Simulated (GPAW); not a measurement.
A calculation with GPAW 26.7.0 of Sb (cli, structure from a POSCAR):

File POSCAR:

```
Sb
1.0
    2.1542000000      1.2437279499      3.7580000000
   -2.1542000000      1.2437279499      3.7580000000
    0.0000000000     -2.4874558998      3.7580000000
Sb
2
Direct
    0.7665100000      0.7665100000      0.7665100000
    0.2334900000      0.2334900000      0.2334900000
```

Potentials or basis: GPAW PAW data sets (gpaw-data 1.2.1), pw.

The run is started by

```sh
$ OMP_NUM_THREADS=1 gpaw run POSCAR -p 'mode=PW(600),xc=PBE,kpts={size:(8,8,8),gamma:True},occupations={name:fermi-dirac,width:0.05},nbands=25,convergence={density:1e-05,energy:1e-05},maxiter=150,txt=gpaw.txt' --properties efs -w gs.gpw
```

Q: Write the same calculation in another form: ASE script, structure typed inline.

A: As run:

The input run.py:

```python
from ase import Atoms
from ase.dft.bandgap import bandgap
from ase.io import write
from ase.units import Bohr, GPa
from gpaw import GPAW, PW
from gpaw.elf import elf_from_dft_calculation

atoms = Atoms(['Sb', 'Sb'],
              cell=[[2.1542, 1.2437279499, 3.758],
                    [-2.1542, 1.2437279499, 3.758],
                    [0.0, -2.4874558998, 3.758]],
              scaled_positions=[[0.76651, 0.76651, 0.76651],
                                [0.23349, 0.23349, 0.23349]],
              pbc=True)

calc = GPAW(mode=PW(600),
            xc='PBE',
            kpts={'size': (8, 8, 8), 'gamma': True},
            occupations={'name': 'fermi-dirac', 'width': 0.05},
            nbands=25,
            convergence={'density': 1e-05, 'energy': 1e-05},
            maxiter=150,
            txt='gpaw.txt')
atoms.calc = calc
energy = atoms.get_potential_energy()
forces = atoms.get_forces()
stress = atoms.get_stress()
calc.write('gs.gpw')
write('result.traj', atoms)
print(f'Energy: {energy:.6f} eV')
print('Forces (eV/A):')
print(forces.round(4))
print('Stress (GPa):', (stress / GPa).round(3))
print('Fermi level:', round(calc.get_fermi_level(), 4), 'eV')
print(f'Gap: {bandgap(calc)[0]:.4f} eV, direct: {bandgap(calc, direct=True)[0]:.4f} eV')

# fields on the real-space grid
write('density.cube', atoms, data=calc.get_pseudo_density() * Bohr**3)
write('potential.cube', atoms, data=calc.get_electrostatic_potential())
write('elf.cube', atoms, data=elf_from_dft_calculation(calc).data)
```

Potentials or basis: GPAW PAW data sets (gpaw-data 1.2.1), pw.

Launch:

```bash
$ OMP_NUM_THREADS=1 python run.py
```

Both were run:

|  | cli, structure from a POSCAR | ASE script, structure typed inline |
| --- | --- | --- |
| Pressure | 2.4 GPa | 2.4 GPa |
| Largest force | 0.142 eV/Å | 0.142 eV/Å |
| Band gap on the k mesh | none (metal or under the smearing width) | none (metal or under the smearing width) |

Keys that steer only the numerical path or the files written may differ.
